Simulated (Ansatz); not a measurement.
## How far is this Be₂Se₃ from the hull?

Level of theory: DFT PBE, scalar-relativistic, plane waves, PAW (Ansatz). All cells share a 420 eV cutoff and Γ-centred k meshes spaced at most about 0.3 Å⁻¹ (about 0.25 or finer for metals, 2π included). No spin polarisation.

The zero of energy is the elements' standard structures at the same level; no fitted shifts are applied.

All energies are static (0 K, no zero-point motion). Weakly bound directions are ill-defined at this level, which has no dispersion term (Be2Se3 C2/m). The reference form of Se is held partly by dispersion forces, which this level lacks.

The competitors are the elements and 1 reference phase of this chemical system (from databases or known types: BeSe), relaxed at the same level; other known phases may be missing.

The candidate was reached from: Mg2C3 type (C2/m).

```
Be Se
1.0
     2.77656   -3.66176    0.00000
     2.77656    3.66176    0.00000
    -1.00165    0.00000    5.54025
Be Se
2 3
Cartesian
  0.9390 0.0000 1.1016
  3.6125 0.0000 4.4386
  4.3601 0.0000 1.0176
  0.1914 0.0000 4.5226
  2.2757 0.0000 2.7701
```

The lowest competing mixture at this composition:

| phase | space group | source | share of atoms | ΔE_f (eV/atom) |
| --- | --- | --- | --- | --- |
| Se | - | element | 0.2000 | 0.000 |
| BeSe | F-43m (No. 216) | COD | 0.8000 | -0.797 |

Q: What are the hull's energy here, the candidate's formation energy and its margin?

A: The hull lies at -0.638 eV/atom, the weighted sum of the last column. The candidate has -0.156 eV/atom, which is 0.48 eV/atom above it. The candidate matches no cell in the subsets of the Crystallography Open Database and the Materials Project at hand. The margin is far too high for a likely synthesis.
